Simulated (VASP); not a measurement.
# WC (P1) in VASP: optical spectrum with AM05+D4

Aim: the optical spectrum of WC with AM05+D4.

Program: VASP 6.6.1. These are calculated values, not measurements. Logs are shortened: lines on timing, memory, paths and dates and some standing lists are left out, and cuts for length are marked.

## (1) The cell of the first run

The typed cell holds 4 atoms: a = 2.913 Å, b = 4.167 Å, c = 3.880 Å, α = 77.15°, β = 69.59°, γ = 69.86°.

## (2) Optical spectrum, AM05+D4

INCAR

```
ALGO = Fast ; CSHIFT = 0.1
EDIFF = 1E-7 ; ENCUT = 520
GGA = AM ; ISIF = 2
ISMEAR = 0 ; IVDW = 13
LASPH = True ; LCHARG = False
LOPTICS = True ; LREAL = False
LWAVE = False ; NBANDS = 42
NEDOS = 1000 ; NELM = 80
PREC = Accurate ; SIGMA = 0.05
```

KPOINTS

```
k-points
0
Gamma
  10 7 7
```

POSCAR

```
WC
1.0
    2.9127344600     -0.0241713200      0.0327249400
    1.4453819900     -2.6248618200     -2.8952879200
    1.4035160300      2.3939697300     -2.7117377200
W C
2 2
Cartesian
    1.4025040264     -2.7358795899     -2.8272643866
    2.9207671657     -0.3044442280     -2.8574198630
    4.2014488873      0.6179286932     -4.0866283864
    1.3495281806      0.7628645129     -1.3860808418
```

Potentials or basis: VASP PAW PBE potentials, release 54 (W_sv, C).

Started as:

```sh
cat potpaw_PBE.54/W_sv/POTCAR potpaw_PBE.54/C/POTCAR > POTCAR
mpirun -np 1 vasp_std > vasp.out
```

OUTCAR:

```text
EDIFF = 1E-7
   ENCUT = 520
   GGA = AM
   ISIF = 2
   ISMEAR = 0
   IVDW = 13
   LASPH = True
   LREAL = False
   NELM = 80
   PREC = Accurate

 ion  position               nearest neighbor table
   1  0.998  0.010  0.964-   4 1.97   4 2.19   3 2.21   3 2.23   3 2.30   4 2.31   2 2.68   2 2.82
                             2 2.87   2 2.91   2 2.96   2 3.03
   2  0.502  0.546  0.477-   3 2.00   3 2.09   4 2.11   4 2.27   3 2.27   4 2.40   1 2.68   1 2.82
                             1 2.87   1 2.91   1 2.96   1 3.03
   3  0.723  0.578  0.899-   2 2.00   2 2.09   1 2.21   1 2.23   2 2.27   1 2.30
   4  0.217  0.089  0.419-   1 1.97   2 2.11   1 2.19   2 2.27   1 2.31   2 2.40

  LATTYP: Found a triclinic cell.
 ALAT       =     2.9130185734
 B/A-ratio  =     1.4356590864
 C/A-ratio  =     1.3319547727
 COS(alpha) =     0.0212875344
 COS(beta)  =     0.3487236719
 COS(gamma) =     0.3535358942

  Lattice vectors:

 A1 = (  -2.9127344600,   0.0241713200,  -0.0327249400)
 A2 = (  -1.4673524700,  -2.6006905000,  -2.9280128600)
 A3 = (  -1.4035160300,  -2.3939697300,   2.7117377200)

Analysis of symmetry for initial positions (statically):
=====================================================================
 Subroutine PRICEL returns:
 Original cell was already a primitive cell.

 Routine SETGRP: Setting up the symmetry group for a
 triclinic supercell.

 Subroutine GETGRP returns: Found  1 space group operations
 (whereof  1 operations were pure point group operations)
 out of a pool of  2 trial point group operations.

The static configuration has the point symmetry C_1 .

Analysis of symmetry for dynamics (positions and initial velocities):
=====================================================================
[... 982 lines left out ...]
 VOLUME and BASIS-vectors are now :
 -----------------------------------------------------------------------------
  energy-cutoff  :      520.00
  volume of cell :       41.16
      direct lattice vectors                 reciprocal lattice vectors
     2.912734460 -0.024171320  0.032724940     0.341340786 -0.003500739  0.173577480
     1.445381990 -2.624861820 -2.895287920     0.000310899 -0.193020856 -0.170241292
     1.403516030  2.393969730 -2.711737720     0.003787318  0.206043669 -0.184908049

 POSITION                                       TOTAL-FORCE (eV/Angst)
 -----------------------------------------------------------------------------------
      4.27337      2.25878     -2.61099        -0.186833      1.773393     -3.643737
      2.92077     -0.30444     -2.85742        -2.884998      2.237679      3.406136
      4.20145      0.61793     -4.08663         2.261483     -0.825450     -1.214048
      1.34953      0.76286     -1.38608         0.810348     -3.185621      1.451649
 -----------------------------------------------------------------------------------
    total drift:                                0.000045     -0.000157     -0.000016

  FREE ENERGIE OF THE ION-ELECTRON SYSTEM (eV)
  ---------------------------------------------------
  free  energy   TOTEN  =       -47.0323325561 eV

  energy  without entropy=      -47.0310605946  energy(sigma->0) =      -47.03169658

 electrical conductivity sigma (Mega S m-1) (frequency dependency in vasprun.xml)
  --------------------------------------------------------------------------------------
       0.037      -0.003      -0.002
      -0.003       0.018      -0.002
      -0.002      -0.002       0.042

  frequency dependent IMAGINARY DIELECTRIC FUNCTION (independent particle, no local field effects) density-density
     E(ev)      X         Y         Z        XY        YZ        ZX
  --------------------------------------------------------------------------------------------------------------
     0.00000    -0.00000     0.00000    -0.00000     0.00000     0.00000     0.00000
     1.25472    15.84157     8.27255    15.46121     8.45486     4.48411     2.59350
     2.50943    16.43244    12.33567    26.36460     2.23129    -0.05273     0.50905
     3.76415    21.63309    21.40051    18.55548    -4.65909     1.44747    -0.40049
     5.01887    14.38130    14.41282    15.21040    -0.87707    -1.97984    -1.30401
     6.27359    12.16068    12.73195    14.77338     0.37698    -2.64329    -1.72639
[... 92 lines left out ...]
   122.96227     0.00000     0.00000     0.00000    -0.00003     0.00003     0.00003
   124.21699     0.00000     0.00000     0.00000    -0.00003     0.00003     0.00003

  frequency dependent      REAL DIELECTRIC FUNCTION (independent particle, no local field effects) density-density
     E(ev)        X           Y           Z          XY          YZ          ZX
  --------------------------------------------------------------------------------------------------------------
     0.00000    35.51607    49.47353    36.23095    29.58734    77.86782    52.32809
     1.25472    25.18295    27.91566    30.49576    -1.90506    -1.44418    -1.06513
     2.50943    18.90521    19.54016    22.15173    -3.44159     0.19239    -2.60052
     3.76415     7.31144     5.84834     5.17953    -0.93014    -3.61005    -2.19992
     5.01887     1.06516     2.43825     1.38058     1.89230    -0.99791    -0.79571
     6.27359     2.23990     1.07732     1.89515     0.82576    -0.51291     0.14523
[... 92 lines left out ...]
   122.96227     0.92881     0.92815     0.92806    -0.00021     0.00045     0.00019
   124.21699     0.93032     0.92967     0.92959    -0.00021     0.00044     0.00019

  frequency dependent IMAGINARY DIELECTRIC FUNCTION (independent particle, no local field effects) current-current
     E(ev)      X         Y         Z        XY        YZ        ZX
  --------------------------------------------------------------------------------------------------------------
     0.00000     0.04329     3.83163     0.10361    24.07385    51.33516    45.37568
     1.25472    16.18050     8.77484    15.21929     8.07801     4.25602     2.46701
     2.50943    16.39803    12.44840    26.45144     1.93197    -0.02591     0.30780
     3.76415    21.71537    21.53882    18.61927    -4.70722     1.24345    -0.52557
     5.01887    14.34851    14.41478    15.18927    -0.79226    -2.01511    -1.33634
     6.27359    12.15540    12.73086    14.75866     0.40175    -2.66090    -1.72166
[... 92 lines left out ...]
   122.96227     0.00000     0.00000     0.00000    -0.00003     0.00003     0.00003
   124.21699     0.00000     0.00000     0.00000    -0.00003     0.00003     0.00003

  frequency dependent      REAL DIELECTRIC FUNCTION (independent particle, no local field effects) current-current
     E(ev)        X           Y           Z          XY          YZ          ZX
  --------------------------------------------------------------------------------------------------------------
     0.00000    33.50601    40.35007    33.92096     5.36347   -13.25420     2.45198
     1.25472    23.06158    26.47405    28.46835    -3.17046    -1.61882    -1.07771
     2.50943    17.55077    18.25487    20.24763    -3.59031     0.34065    -2.51897
     3.76415     6.25289     4.79761     4.17750    -0.64441    -3.61972    -2.15240
     5.01887     0.51137     1.85576     0.77909     1.93413    -0.88095    -0.72255
     6.27359     1.85340     0.66257     1.43694     0.81712    -0.40178     0.21509
[... 92 lines left out ...]
   122.96227     0.92883     0.92818     0.92808    -0.00019     0.00051     0.00023
   124.21699     0.93034     0.92971     0.92961    -0.00019     0.00050     0.00022
```

OSZICAR:

```text
N       E                     dE             d eps       ncg     rms          rms(c)
DAV:   1     0.366484950411E+03    0.36648E+03   -0.16277E+04 20672   0.972E+02
DAV:   2    -0.295886433002E+02   -0.39607E+03   -0.37271E+03 21658   0.334E+02
DAV:   3    -0.513911232114E+02   -0.21802E+02   -0.21398E+02 23860   0.789E+01
DAV:   4    -0.515602387865E+02   -0.16912E+00   -0.16896E+00 23278   0.691E+00
DAV:   5    -0.515610182339E+02   -0.77945E-03   -0.77941E-03 23874   0.488E-01    0.491E+01
RMM:   6    -0.461858556413E+02    0.53752E+01   -0.31558E+00 25206   0.724E+00    0.154E+01
RMM:   7    -0.459521060090E+02    0.23375E+00   -0.11876E-01 25777   0.166E+00    0.870E+00
RMM:   8    -0.458939488215E+02    0.58157E-01   -0.44736E-02 26033   0.102E+00    0.338E-01
RMM:   9    -0.458929222748E+02    0.10265E-02   -0.34122E-03 27522   0.354E-01    0.180E-01
RMM:  10    -0.458925576859E+02    0.36459E-03   -0.45074E-04 27897   0.135E-01    0.901E-02
RMM:  11    -0.458924861428E+02    0.71543E-04   -0.10182E-04 28639   0.640E-02    0.294E-02
RMM:  12    -0.458924868050E+02   -0.66214E-06   -0.21140E-05 28269   0.298E-02    0.157E-02
RMM:  13    -0.458924866423E+02    0.16269E-06   -0.23993E-06 28584   0.971E-03    0.452E-03
RMM:  14    -0.458924865213E+02    0.12095E-06   -0.40349E-07 25482   0.402E-03    0.105E-03
RMM:  15    -0.458924865006E+02    0.20783E-07   -0.70081E-08 21689   0.153E-03
   1 F= -.47032333E+02 E0= -.47031697E+02  d E =-.127196E-02
 imaginary and real dielectric function
```

stdout:

```text
POSCAR found type information on POSCAR W C
 POSCAR found :  2 types and       4 ions
 scaLAPACK will be used
 -----------------------------------------------------------------------------
|                                                                             |
[... 32 lines left out ...]
|     results when the Kramers-Kronig relation is used for systems with       |
|     spin-orbit interactions.                                                |
|     Please increase CSHIFT in the INCAR file.                               |
|                                                                             |
 -----------------------------------------------------------------------------
```

It took 7.6 min on 1 thread of Intel Xeon Platinum 8259CL at 2.50GHz (Skylake/Cascade Lake), shared host; peak memory 0.81 GiB.

What came out:

```
Free energy                : -47.0323 eV
Pressure                   : 5.8 GPa
Largest force              : 4.993 eV/Å
Band gap on the k mesh     : none (metal or under the smearing width)
Dispersion energy per atom : -0.285 eV
```

Forces on the atoms (eV/Å):
```
W   -0.187  1.773 -3.644
W   -2.885  2.238  3.406
C    2.261 -0.825 -1.214
C    0.810 -3.186  1.452
```

Stress tensor (GPa, compression positive):
```
 -5.64   9.53 -10.72
  9.53   9.66 -29.04
-10.72 -29.04  13.47
```

Dielectric function (mean over the directions given):
```tsv
energy (eV)	real part	imaginary part
0.25	42.89	2.67
0.75	23.48	10.39
1.25	27.86	13.19
1.76	25.21	13.57
2.26	19.93	20.11
2.76	16.91	21.47
3.26	9.70	24.45
3.76	6.11	20.53
4.27	4.17	16.31
4.77	3.31	17.65
5.27	1.83	14.14
5.77	3.11	11.46
6.27	1.74	13.22
6.78	0.96	13.10
7.28	-1.49	14.01
7.78	-2.51	10.84
8.28	-3.30	10.33
8.78	-3.79	7.52
9.28	-3.56	7.49
9.79	-3.32	5.12
10.29	-2.92	4.15
10.79	-1.57	4.24
11.29	-1.75	4.73
11.79	-2.35	4.93
12.30	-2.60	3.87
12.80	-2.28	3.54
13.30	-1.99	3.01
13.80	-1.45	2.76
14.30	-1.48	2.97
14.81	-1.76	3.09
15.31	-1.61	2.65
15.81	-1.53	2.46
16.31	-1.66	2.32
16.81	-1.44	1.90
17.32	-1.20	1.84
17.82	-1.35	1.89
18.32	-1.25	1.42
18.82	-1.15	1.28
19.32	-0.98	1.07
19.95	-0.77	1.00
```

Caveat: spectra need much finer meshes, so this one isn't converged; independent-particle spectra lack excitons; the intraband (Drude) part of a metal's response may be missing; the PAW data sets were made with another functional, which shifts forces and pressure a little; pairwise dispersion overbinds metals, which lowers pressure and volume. The run has no spin-orbit coupling, so splittings on W are missing.
